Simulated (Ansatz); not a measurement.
## Which way does MgO + BaS ⇌ MgS + BaO run?

Plane-wave DFT in Ansatz with scalar-relativistic PAW potentials, cutoff 420 eV, Γ-centred meshes chosen by cell and gap, Gaussian smearing with energies taken to zero width. Every cell was relaxed (cell and atoms) in a run of its own, within the symmetry of its start. Functional: PBE.

Total energies hold large constants for each element; a whole number of eV per atom of each element is taken off below, which cancels in a balanced reaction.

| compound | lowest structure computed | structures tried | V (Å³/atom) | gap on mesh (eV) | E (eV per formula unit, common shift removed) |
| --- | --- | --- | --- | --- | --- |
| MgO | Fm-3m | 7 | 9.62 | 4.46 | -5.1390 |
| BaS | Fm-3m | 6 | 33.21 | 2.23 | -3.8642 |
| MgS | Fm-3m | 3 | 17.88 | 2.76 | -2.7488 |
| BaO | Fm-3m | 3 | 21.65 | 2.10 | -4.5463 |

Question: Work out the reaction energy at 0 K.

Answer: ΔE = E(MgS) + E(BaO) − E(MgO) − E(BaS) = 1.708 eV, or 165 kJ per mole of reaction (427 meV/atom). The left side is lower: Mg takes O and Ba takes S. Pauling's electronegativities (Ba 0.89, Mg 1.31; O 3.44, S 2.58) would pair Ba with O, the most ionic bond; the result goes the other way, so matching of sizes, lattice energies or covalent bonding outweigh it. The smaller cation ends with the smaller anion, the pairing that gives the greater sum of ionic lattice energies, which go as 1/(r₊ + r₋). All four are computed as solids; where they are solids at ordinary conditions entropy changes little. A lower structure that wasn't tried would shift the value, and mixed crystals may lie lower than either side.

Spin-orbit coupling is left out, which matters for the bands of heavy elements.